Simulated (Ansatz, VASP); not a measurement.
# KBr in VASP and in Ansatz

File INCAR:

```
SYSTEM = KBr
  PREC = Accurate
  ENCUT = 520
  EDIFF = 1E-6
  ISMEAR = 0
  SIGMA = 0.05
  LREAL = .FALSE.
  LASPH = .TRUE.
  NELM = 100
  ALGO = Fast
  ISIF = 2
  LWAVE = .FALSE.
  LCHARG = .TRUE.
  GGA = PE
  LELF = .TRUE.
  LVHAR = .TRUE.
  NBANDS = 15
```

File KPOINTS:

```
Automatic mesh
0
G
  6 6 6
  0 0 0
```

POSCAR

```
KBr
1.0
    4.0434990000      0.0000000000      0.0000000000
    0.0000000000      4.0434990000      0.0000000000
    0.0000000000      0.0000000000      3.8008890600
K Br
1 1
Direct
    0.0000000000      0.0000000000      0.0000000000
    0.5000000000      0.5000000000      0.5000000000
```

Input for Ansatz:

```yaml
crystal:
  lattice:
    - [4.043499, 0.0, 0.0]
    - [0.0, 4.043499, 0.0]
    - [0.0, 0.0, 3.80088906]
  atoms:
    - { symbol: K, position: [0.0, 0.0, 0.0] }
    - { symbol: Br, position: [0.5, 0.5, 0.5] }
basis:
  ecutwfc: 420
kpoints:
  mp_grid: { grid: [6, 6, 6] }
hamiltonian:
  xc: pbe
scf:
  occupations: { method: gaussian, width: 0.05 }
output:
  forces: true
  stress: true
  eigenvalues: true
```

Change from the starting cell: strain -0.0600 x Voigt [0, 0, 1, 0, 0, 0], atoms carried along.

Alike in both runs: task single point; functional PBE; k mesh 6 × 6 × 6; occupations gaussian, width 0.05 eV; no spin polarisation.

|  | VASP | Ansatz |
| --- | --- | --- |
| version | VASP 6.6.1 | Ansatz 0.2.0 |
| potentials or method | VASP PAW PBE potentials, release 64 (K_sv, Br) | scalar-relativistic, plane waves, PAW |
| plane-wave cutoff (eV) | 520 | 420 |
| valence electrons in the cell | 16 | 16 |

```tsv
	VASP	Ansatz	Ansatz less VASP
gap on the k mesh at the Fermi level (eV)	3.79	3.79	+0.001
least direct gap on the mesh (eV)	4.02	4.02	+0.001
pressure (GPa)	1.1	1.1	-0.04
largest component of the traceless stress (GPa)	1.64	1.64	+0.003
```

With one functional, cell and mesh, what is left measures potentials, basis and numerics.

A k mesh can miss the band edges.
